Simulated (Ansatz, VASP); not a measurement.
## S: VASP beside Ansatz

```
S
1.0
     0.00000    1.96016    1.96016
     1.96016    0.00000    1.96016
     1.96016    1.96016    0.00000
S
1
Direct
  0.00000 0.00000 0.00000
```

Change from the starting cell: volume scaled by 0.95, PAW files.

Alike in both runs: task electric field gradients; functional PBE; k mesh 16 × 16 × 16; occupations fermi-dirac, width 0.03 eV; no spin polarisation.

|  | VASP | Ansatz |
| --- | --- | --- |
| version | VASP 6.6.1 | Ansatz 0.2.0 |
| potentials or method | VASP PAW PBE potentials, release 64 (S) | PAW with Ansatz's default frozen-core files, scalar-relativistic |
| plane-wave cutoff (eV) | 520 | 420 |
| valence electrons in the cell | 6 | 6 |

Ansatz gave:

| Property | Result |
| --- | --- |
| pressure (GPa) | 4.7 |
| Vzz of the field gradient on the site that differs most (V/Å²) | 0.0 |

Problem. What did VASP give for the same quantities?

Solution. Pressure (GPa): 4.5; Vzz of the field gradient on the site that differs most (V/Å²): 0.0.

The functional is the same, so the differences come from potentials, cutoffs and numerics.
